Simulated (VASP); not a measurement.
# BiTe (R-3m) in VASP: a series of runs

The runs below take BiTe through single point, with PBE.

Everything below comes from runs of VASP 6.6.1. Logs are shortened: lines on timing, memory, paths and dates and some standing lists are left out, and cuts for length are marked.

### 1 The structure

It takes space group R-3m (No. 166, trigonal). Conventional cell: a = 4.845 Å, b = 4.845 Å, c = 9.952 Å, α = 90.00°, β = 90.00°, γ = 120.00°. Bi (site symmetry -3m) has 6 Te at 3.25 Å as nearest neighbours. Te (site symmetry -3m) is surrounded by 6 Bi at 3.25 Å.

The cell comes from a database or a generator and needn't be the stable form of this composition.

### 2 Single point, PBE

Input file INCAR:

```
PREC = Accurate
ENCUT = 450
EDIFF = 1E-7
ISMEAR = 0
SIGMA = 0.05
LREAL = F
LASPH = T
NELM = 100
ALGO = Normal
ISIF = 2
LWAVE = F
LCHARG = F
GGA = PE
NBANDS = 18
ADDGRID = F
```

Input file KPOINTS:

```
Automatic mesh
0
Gamma
  9 9 9
```

Input file POSCAR:

```
BiTe
1.0
    2.4227077728      1.3987509848      3.3172919545
   -2.4227077728      1.3987509848      3.3172919545
    0.0000000000     -2.7975019696      3.3172919545
Bi Te
1 1
Direct
    0.5000000000      0.5000000000      0.5000000000
    0.0000000000      0.0000000000      0.0000000000
```

Potentials or basis: VASP PAW PBE potentials, release 64 (Bi_d, Te).

Command:

```sh
cat potpaw_PBE.64/Bi_d/POTCAR potpaw_PBE.64/Te/POTCAR > POTCAR
mpirun -np 1 vasp_std > vasp.out
```

OUTCAR:

```text
PREC = Accurate
   ENCUT = 450
   EDIFF = 1E-7
   ISMEAR = 0
   LREAL = F
   LASPH = T
   NELM = 100
   ISIF = 2
   GGA = PE

 Found     85 irreducible k-points:

 Following reciprocal coordinates:
            Coordinates               Weight
  0.000000  0.000000  0.000000      1.000000
  0.111111 -0.000000  0.000000      6.000000
  0.222222 -0.000000  0.000000      6.000000
  0.333333  0.000000  0.000000      6.000000
  0.444444 -0.000000  0.000000      6.000000
  0.111111  0.111111  0.000000      6.000000
   k-points           NKPTS =     85   k-points in BZ     NKDIM =     85   number of bands    NBANDS=     18
   number of dos      NEDOS =    301   number of ions     NIONS =      2
   total plane-waves  NPLWV =  27000
   dimension x,y,z NGX =    30 NGY =   30 NGZ =   30
   dimension x,y,z NGXF=    60 NGYF=   60 NGZF=   60
   ions per type =               1   1
   NGX,Y,Z   is equivalent  to a cutoff of  11.49, 11.49, 11.49 a.u.
   NGXF,Y,Z  is equivalent  to a cutoff of  22.99, 22.99, 22.99 a.u.
 SYSTEM =  unknown system
   PREC   = accura    normal or accurate (medium, high low for compatibility)
   ISTART =      0    job   : 0-new  1-cont  2-samecut
   ICHARG =      2    charge: 1-file 2-atom 10-const
   ISPIN  =      1    spin polarized calculation?
   LNONCOLLINEAR =      F non collinear calculations
   LSORBIT =      F    spin-orbit coupling
   LASPH  =      T    aspherical Exc in radial PAW
   ENCUT  =  450.0 eV  33.07 Ry    5.75 a.u.   7.51  7.51  7.51*2*pi/ulx,y,z
   NELM   =    100;   NELMIN=  2; NELMDL= -5     # of ELM steps
   EDIFF  = 0.1E-06   stopping-criterion for ELM
[... 30 lines left out ...]
 non-spin polarized calculation
 Gauss-broadening in eV      SIGMA  =   0.05
  energy-cutoff  :      450.00
  volume of cell :       67.45
 maximum number of plane-waves:      1490
 NGX is ok and might be reduce to    30
   NGX = 15   NGY = 15   NGZ = 15

 number of electron      20.9999993 magnetization

 Free energy of the ion-electron system (eV)
  ---------------------------------------------------
  ext. energy  EPLUGINS =         0.00000000
  ---------------------------------------------------
  free energy    TOTEN  =        -7.18327673 eV

  energy without entropy =       -7.18179947  energy(sigma->0) =       -7.18253810

 E-fermi :   6.6486     XC(G=0):  -9.4765

 val. band max:        6.6414133170   @ k =  -0.4444   0.2222   0.2222
 cond. band min:       6.6570886958   @ k =  -0.2222   0.4444   0.2222
 fundamental gap:      0.0156753788
 Fermi energy:         6.6486390142

 k-point     1 :       0.0000    0.0000    0.0000
  band No.  band energies     occupation
      1     -16.5515      2.00000
      2     -16.5515      2.00000
      3     -16.5430      2.00000
      4     -16.5430      2.00000
      5     -16.5302      2.00000
      6      -6.8104      2.00000
[... 10 lines left out ...]
     17      13.3162      0.00000
     18      13.5507      0.00000

 k-point     2 :       0.1111   -0.0000    0.0000
  band No.  band energies     occupation
      1     -16.5513      2.00000
      2     -16.5512      2.00000
      3     -16.5436      2.00000
      4     -16.5422      2.00000
      5     -16.5300      2.00000
      6      -6.7053      2.00000
[... 10 lines left out ...]
     17      13.5871      0.00000
     18      14.0285      0.00000

 k-point     3 :       0.2222   -0.0000    0.0000
  band No.  band energies     occupation
      1     -16.5512      2.00000
      2     -16.5504      2.00000
      3     -16.5453      2.00000
      4     -16.5403      2.00000
      5     -16.5291      2.00000
      6      -6.3930      2.00000
[... 10 lines left out ...]
     17      14.8194      0.00000
     18      15.3486      0.00000

 k-point     4 :       0.3333    0.0000    0.0000
  band No.  band energies     occupation
      1     -16.5514      2.00000
      2     -16.5502      2.00000
      3     -16.5466      2.00000
      4     -16.5386      2.00000
      5     -16.5272      2.00000
      6      -5.8845      2.00000
[... 10 lines left out ...]
     17      15.4330      0.00000
     18      16.3752      0.00000

 k-point     5 :       0.4444   -0.0000    0.0000
  band No.  band energies     occupation
      1     -16.5517      2.00000
      2     -16.5507      2.00000
      3     -16.5468      2.00000
      4     -16.5378      2.00000
      5     -16.5256      2.00000
      6      -5.2065      2.00000
[... 10 lines left out ...]
     17      14.9175      0.00000
     18      16.6541      0.00000

 k-point     6 :       0.1111    0.1111    0.0000
  band No.  band energies     occupation
      1     -16.5518      2.00000
      2     -16.5507      2.00000
      3     -16.5437      2.00000
      4     -16.5415      2.00000
      5     -16.5301      2.00000
      6      -6.6622      2.00000
[... 10 lines left out ...]
     17      13.2905      0.00000
     18      13.7029      0.00000

 [... further k-points ...]
[... 5 lines left out ...]
  --------------------------------------------------------------------------------------
  -------------------------------------------------------------------------------------
  Total       -0.0700867     -0.0700867      0.0386777     -0.0000000      0.0000000      0.0000000
  in kB       -1.6648301     -1.6648301      0.9187440     -0.0000000      0.0000000      0.0000000
  external PRESSURE =      -0.8036387 kB  Pullay stress =       0.0000000 kB

 VOLUME and BASIS-vectors are now :
 -----------------------------------------------------------------------------
  energy-cutoff  :      450.00
  volume of cell :       67.45
      direct lattice vectors                 reciprocal lattice vectors
     2.422707773  1.398750985  3.317291954     0.206380648  0.119153923  0.100483568
    -2.422707773  1.398750985  3.317291954    -0.206380648  0.119153923  0.100483568
     0.000000000 -2.797501970  3.317291954     0.000000000 -0.238307845  0.100483568

 POSITION                                       TOTAL-FORCE (eV/Angst)
 -----------------------------------------------------------------------------------
      0.00000      0.00000      4.97594         0.000000      0.000000      0.000000
      0.00000      0.00000      0.00000         0.000000     -0.000000     -0.000000
 -----------------------------------------------------------------------------------
    total drift:                               -0.000000      0.000000      0.000000

  FREE ENERGIE OF THE ION-ELECTRON SYSTEM (eV)
  ---------------------------------------------------
  free  energy   TOTEN  =        -7.1832767256 eV

  energy  without entropy=       -7.1817994747  energy(sigma->0) =       -7.18253810
```

Wall time 39 s (1 thread of Intel Xeon 6975P-C (Granite Rapids), shared host); peak memory 0.22 GiB.

The run converged, but some of its settings lie outside the range that counts as converged, so its numbers aren't taken as properties of the crystal.

What came out:

| Quantity | Value |
| --- | --- |
| Free energy | -7.1833 eV |
| Pressure | -0.1 GPa |
| Band gap on the k mesh | none (metal or under the smearing width) |

Caveat: spin-orbit coupling is left out, which moves the levels of the heavy elements.

### 3 Single point, PBE

INCAR is that of step 2.

KPOINTS is that of step 2.

Input file POSCAR:

```
BiTe
1.0
    2.4227077728      1.3987509848      3.3172919545
   -2.4227077728      1.3987509848      3.3172919545
    0.0000000000     -2.7975019696      3.3172919545
Bi Te
1 1
Direct
    0.5120250000      0.5038480000      0.5048510000
   -0.0040940000     -0.0152210000     -0.0035880000
```

Potentials or basis: VASP PAW PBE potentials, release 64 (Bi_d, Te).

Command:

```sh
cat potpaw_PBE.64/Bi_d/POTCAR potpaw_PBE.64/Te/POTCAR > POTCAR
mpirun -np 1 vasp_std > vasp.out
```

Run time: 2.8 min. Hardware: 1 thread of Intel Xeon 6975P-C (Granite Rapids), shared host; peak memory 0.45 GiB.

These settings aren't checked as converged: the numbers below hold their error.

Results:

```yaml
Free_energy: -7.1708 eV
Pressure: 0.2 GPa
Largest_force: 0.164 eV/Å
Band_gap_on_the_k_mesh: none (metal or under the smearing width)
```

Caveat: spin-orbit coupling is left out, which moves the levels of the heavy elements.

### 4 Single point, PBE

INCAR: that of step 3 with these lines changed.

```diff
@@ -3,3 +3,3 @@
 EDIFF = 1E-7
-ISMEAR = 0
+ISMEAR = -5
 SIGMA = 0.05
```

KPOINTS is that of step 3.

Input file POSCAR:

```
BiTe
1.0
    2.4227077728      1.3987509848      3.3172919545
   -2.4227077728      1.3987509848      3.3172919545
    0.0000000000     -2.7975019696      3.3172919545
Bi Te
1 1
Direct
    0.5000000000      0.5000000000      0.5000000000
    0.0000000000      0.0000000000      0.0000000000
```

Command:

```sh
cat potpaw_PBE.64/Bi_d/POTCAR potpaw_PBE.64/Te/POTCAR > POTCAR
mpirun -np 1 vasp_std > vasp.out
```

Wall time 45 s (1 thread of Intel Xeon 6975P-C (Granite Rapids), shared host); peak memory 0.22 GiB.

These settings aren't checked as converged: the numbers below hold their error.

Results:

* Free energy: -7.1897 eV
* Pressure: 0.0 GPa
* Band gap on the k mesh: none (metal or under the smearing width)

Caveat: spin-orbit coupling is left out, which moves the levels of the heavy elements; tetrahedron occupations give inexact forces and stress in metals.

### 5 Single point, PBE

INCAR is that of step 4.

KPOINTS is that of step 4.

Input file POSCAR:

```
BiTe
1.0
    2.4227077728      1.3987509848      3.3172919545
   -2.4227077728      1.3987509848      3.3172919545
    0.0000000000     -2.7975019696      3.3172919545
Bi Te
1 1
Direct
    0.5120250000      0.5038480000      0.5048510000
   -0.0040940000     -0.0152210000     -0.0035880000
```

Command:

```sh
cat potpaw_PBE.64/Bi_d/POTCAR potpaw_PBE.64/Te/POTCAR > POTCAR
mpirun -np 1 vasp_std > vasp.out
```

Run time: 3.2 min. Hardware: 1 thread of Intel Xeon 6975P-C (Granite Rapids), shared host; peak memory 0.46 GiB.

These settings aren't checked as converged: the numbers below hold their error.

Results:

- Free energy: -7.1754 eV
- Pressure: 0.2 GPa
- Largest force: 0.142 eV/Å
- Band gap on the k mesh: none (metal or under the smearing width)

Caveat: spin-orbit coupling is left out, which moves the levels of the heavy elements; tetrahedron occupations give inexact forces and stress in metals.

### 6 Single point, PBE

INCAR: that of step 5 with these lines changed.

```diff
@@ -1,5 +1,5 @@
-PREC = Accurate
-ENCUT = 450
+PREC = Low
+ENCUT = 550
 EDIFF = 1E-7
-ISMEAR = -5
+ISMEAR = 0
 SIGMA = 0.05
```

KPOINTS is that of step 5.

Input file POSCAR:

```
BiTe
1.0
    2.4227077728      1.3987509848      3.3172919545
   -2.4227077728      1.3987509848      3.3172919545
    0.0000000000     -2.7975019696      3.3172919545
Bi Te
1 1
Direct
    0.5000000000      0.5000000000      0.5000000000
    0.0000000000      0.0000000000      0.0000000000
```

Potentials or basis: VASP PAW PBE potentials, release 64 (Bi_d, Te).

Command:

```sh
cat potpaw_PBE.64/Bi_d/POTCAR potpaw_PBE.64/Te/POTCAR > POTCAR
mpirun -np 1 vasp_std > vasp.out
```

OUTCAR:

```text
PREC = Low
   ENCUT = 550
   EDIFF = 1E-7
   ISMEAR = 0
   LREAL = F
   LASPH = T
   NELM = 100
   ISIF = 2
   GGA = PE

 Found     85 irreducible k-points:

 Following reciprocal coordinates:
            Coordinates               Weight
  0.000000  0.000000  0.000000      1.000000
  0.111111 -0.000000  0.000000      6.000000
  0.222222 -0.000000  0.000000      6.000000
  0.333333  0.000000  0.000000      6.000000
  0.444444 -0.000000  0.000000      6.000000
  0.111111  0.111111  0.000000      6.000000
   k-points           NKPTS =     85   k-points in BZ     NKDIM =     85   number of bands    NBANDS=     18
   number of dos      NEDOS =    301   number of ions     NIONS =      2
   total plane-waves  NPLWV =  21952
   dimension x,y,z NGX =    28 NGY =   28 NGZ =   28
   dimension x,y,z NGXF=    28 NGYF=   28 NGZF=   28
   ions per type =               1   1
   NGX,Y,Z   is equivalent  to a cutoff of  10.73, 10.73, 10.73 a.u.
   NGXF,Y,Z  is equivalent  to a cutoff of  10.73, 10.73, 10.73 a.u.
 SYSTEM =  unknown system
   PREC   = low       normal or accurate (medium, high low for compatibility)
   ISTART =      0    job   : 0-new  1-cont  2-samecut
   ICHARG =      2    charge: 1-file 2-atom 10-const
   ISPIN  =      1    spin polarized calculation?
   LNONCOLLINEAR =      F non collinear calculations
   LSORBIT =      F    spin-orbit coupling
   LASPH  =      T    aspherical Exc in radial PAW
   ENCUT  =  550.0 eV  40.42 Ry    6.36 a.u.   8.30  8.30  8.30*2*pi/ulx,y,z
   NELM   =    100;   NELMIN=  2; NELMDL= -5     # of ELM steps
   EDIFF  = 0.1E-06   stopping-criterion for ELM
[... 30 lines left out ...]
 non-spin polarized calculation
 Gauss-broadening in eV      SIGMA  =   0.05
  energy-cutoff  :      550.00
  volume of cell :       67.45
 maximum number of plane-waves:      2002
   NGX = 17   NGY = 17   NGZ = 17

 number of electron      20.9999722 magnetization

 Free energy of the ion-electron system (eV)
  ---------------------------------------------------
  ext. energy  EPLUGINS =         0.00000000
  ---------------------------------------------------
  free energy    TOTEN  =        -7.18242351 eV

  energy without entropy =       -7.18094670  energy(sigma->0) =       -7.18168511

 E-fermi :   6.6485     XC(G=0):  -9.4763

 val. band max:        6.6413352745   @ k =  -0.4444   0.2222   0.2222
 cond. band min:       6.6569612520   @ k =  -0.2222   0.4444   0.2222
 fundamental gap:      0.0156259774
 Fermi energy:         6.6485256073

 k-point     1 :       0.0000    0.0000    0.0000
  band No.  band energies     occupation
      1     -16.5507      2.00000
      2     -16.5507      2.00000
      3     -16.5426      2.00000
      4     -16.5426      2.00000
      5     -16.5299      2.00000
      6      -6.8106      2.00000
[... 10 lines left out ...]
     17      13.3162      0.00000
     18      13.5507      0.00000

 k-point     2 :       0.1111   -0.0000    0.0000
  band No.  band energies     occupation
      1     -16.5506      2.00000
      2     -16.5504      2.00000
      3     -16.5433      2.00000
      4     -16.5418      2.00000
      5     -16.5297      2.00000
      6      -6.7055      2.00000
[... 10 lines left out ...]
     17      13.5871      0.00000
     18      14.0284      0.00000

 k-point     3 :       0.2222   -0.0000    0.0000
  band No.  band energies     occupation
      1     -16.5505      2.00000
      2     -16.5498      2.00000
      3     -16.5448      2.00000
      4     -16.5399      2.00000
      5     -16.5288      2.00000
      6      -6.3933      2.00000
[... 10 lines left out ...]
     17      14.8194      0.00000
     18      15.3484      0.00000

 k-point     4 :       0.3333    0.0000    0.0000
  band No.  band energies     occupation
      1     -16.5508      2.00000
      2     -16.5497      2.00000
      3     -16.5460      2.00000
      4     -16.5381      2.00000
      5     -16.5269      2.00000
      6      -5.8847      2.00000
[... 10 lines left out ...]
     17      15.4329      0.00000
     18      16.3752      0.00000

 k-point     5 :       0.4444   -0.0000    0.0000
  band No.  band energies     occupation
      1     -16.5511      2.00000
      2     -16.5503      2.00000
      3     -16.5460      2.00000
      4     -16.5373      2.00000
      5     -16.5252      2.00000
      6      -5.2067      2.00000
[... 10 lines left out ...]
     17      14.9176      0.00000
     18      16.6539      0.00000

 k-point     6 :       0.1111    0.1111    0.0000
  band No.  band energies     occupation
      1     -16.5511      2.00000
      2     -16.5500      2.00000
      3     -16.5433      2.00000
      4     -16.5411      2.00000
      5     -16.5298      2.00000
      6      -6.6624      2.00000
[... 10 lines left out ...]
     17      13.2905      0.00000
     18      13.7029      0.00000

 [... further k-points ...]
[... 5 lines left out ...]
  --------------------------------------------------------------------------------------
  -------------------------------------------------------------------------------------
  Total       -0.0788270     -0.0788270      0.0256360      0.0000000     -0.0000000      0.0000000
  in kB       -1.8724461     -1.8724461      0.6089531      0.0000000     -0.0000000      0.0000000
  external PRESSURE =      -1.0453131 kB  Pullay stress =       0.0000000 kB

 VOLUME and BASIS-vectors are now :
 -----------------------------------------------------------------------------
  energy-cutoff  :      550.00
  volume of cell :       67.45
      direct lattice vectors                 reciprocal lattice vectors
     2.422707773  1.398750985  3.317291954     0.206380648  0.119153923  0.100483568
    -2.422707773  1.398750985  3.317291954    -0.206380648  0.119153923  0.100483568
     0.000000000 -2.797501970  3.317291954     0.000000000 -0.238307845  0.100483568

 POSITION                                       TOTAL-FORCE (eV/Angst)
 -----------------------------------------------------------------------------------
      0.00000      0.00000      4.97594         0.000000     -0.000000      0.000000
      0.00000      0.00000      0.00000         0.000000      0.000000      0.000000
 -----------------------------------------------------------------------------------
    total drift:                                0.000000      0.000000     -0.000000

  FREE ENERGIE OF THE ION-ELECTRON SYSTEM (eV)
  ---------------------------------------------------
  free  energy   TOTEN  =        -7.1824235119 eV

  energy  without entropy=       -7.1809467028  energy(sigma->0) =       -7.18168511
```

Run time: 32 s. Hardware: 1 thread of Intel Xeon 6975P-C (Granite Rapids), shared host; peak memory 0.2 GiB.

These settings aren't checked as converged: the numbers below hold their error.

Results:

```yaml
Free_energy: -7.1824 eV
Pressure: -0.1 GPa
Band_gap_on_the_k_mesh: none (metal or under the smearing width)
```

Caveat: spin-orbit coupling is left out, which moves the levels of the heavy elements.

### 7 The reference run

An earlier run on the cell as given: functional PBE; potentials or basis VASP PAW PBE potentials, release 64 (Bi_d, Te); cutoff 520 eV; k mesh 7 × 7 × 7; occupations fermi-dirac, width 0.05 eV; no spin polarisation.

- Pressure: 0.1 GPa
- Band gap on the k mesh: none (metal or under the smearing width)
